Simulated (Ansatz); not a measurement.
The system is MnO.

```
Mn O
1.0
     0.00000    2.22200    2.22200
     2.22200    0.00000    2.22200
     2.22200    2.22200    0.00000
Mn O
1 1
Cartesian
  0.0000 0.0000 0.0000
  2.2220 2.2220 2.2220
```

Base run:

| Property | Result |
| --- | --- |
| Program | Ansatz 0.2.0 |
| Functional | PBEsol |
| Potentials or basis | all-electron LAPW, scalar-relativistic |
| Cutoff | 325 eV (chosen from the basis error) |
| Basis error allowed | 0.001 eV/atom |
| k mesh | 10 × 10 × 10 |
| Occupations | fermi-dirac, width 0.05 eV |
| Spin | collinear spin, ferromagnetic start |
| Starting moments | [5.0, 0.0] μB |
| Hubbard terms | Mn d U = 4 eV |

Its results: band gap on the k mesh none (metal or under the smearing width); pressure 3.3 GPa; net moment 5.00 μB per cell; site moments Mn +4.56; O +0.18 μB.

Problem. After a change of settings the same cell gave: band gap on the k mesh 0.55 eV, indirect (least direct gap 2.42 eV); pressure 7.9 GPa; net moment 5.00 μB per cell; site moments Mn +4.63; O +0.10 μB. Which change was it?
A. hubbard terms from Mn d U = 4 eV to none
B. hubbard terms from Mn d U = 4 eV to Mn d U = 8 eV
C. hubbard terms from Mn d U = 4 eV to Mn d U = 2 eV

Solution. B.

Caveats: the magnetic state may not be the lowest; U is the effective U less J, on atomic orbitals that reach past the spheres; a cell with one magnetic atom can't hold antiferromagnetic order, which such compounds often take; the density of states is complete only up to the lowest level of the last band computed.
